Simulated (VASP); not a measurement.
CoO: electric field gradients with PBE

CoO:

```
Co O
1.0
     0.00000    2.13150    2.13150
     2.13150    0.00000    2.13150
     2.13150    2.13150    0.00000
Co O
1 1
Direct
  0.00000 0.00000 0.00000
  0.50000 0.50000 0.50000
```

| Quantity | Value |
| --- | --- |
| Program | VASP 6.6.1 |
| Task | electric field gradients |
| Functional | PBE |
| Potentials or basis | VASP PAW PBE potentials, release 64 (Co, O) |
| Cutoff | 520 eV |
| k mesh | 11 × 11 × 11 |
| Occupations | gaussian, width 0.02 eV |
| Spin | collinear spin, ferromagnetic start |
| Starting moments | [2.0, 0.0] μB |
| Further INCAR settings | ALGO = Normal; EDIFF = 1e-08 |

| Quantity | Value |
| --- | --- |
| Pressure | -2.4 GPa |
| Band gap on the k mesh | none (metal or under the smearing width) |
| Net moment | 2.93 μB per cell |
| Site moments | Co +2.57; O +0.31 μB |
| Valence electrons inside the program's atomic spheres | Co 7.79; O 4.98 |

Levels at points of the mesh, in eV from the Fermi level:
Spin up:
| k point | band 6 | band 7 | band 8 | band 9 | band 10 | band 11 | band 12 |
| --- | --- | --- | --- | --- | --- | --- | --- |
| (0.00, 0.00, 0.00) | -3.12 | -3.09 | -3.09 | -3.09 | 0.98 | 16.84 | 18.11 |
Spin down:
```csv
k point,band 3,band 4,band 5,band 6,band 7,band 8,band 9,band 10
"(0.00, 0.00, 0.00)",-2.55,-2.55,-1.10,-1.10,-1.10,0.05,0.05,1.52
```

Electric field gradients, principal values (V/Å²):
| atom | Vxx | Vyy | Vzz |
| --- | --- | --- | --- |
| 1 Co | -0.002 | -0.002 | 0.003 |
| 2 O | 0.002 | 0.002 | -0.005 |

Run time: 13 s on 1 thread of Intel(R) Xeon(R) 6975P-C (Granite Rapids), on a shared host, peak memory 0.16 GiB.

Caveat: a cell with one magnetic atom can't hold antiferromagnetic order, which such compounds often take; semilocal functionals often make such compounds metallic where correlation or magnetic order opens a gap, which also shifts bond lengths. With open d or f shells a metallic result of PBE can be an artefact of self-interaction; +U or a hybrid may open a gap.
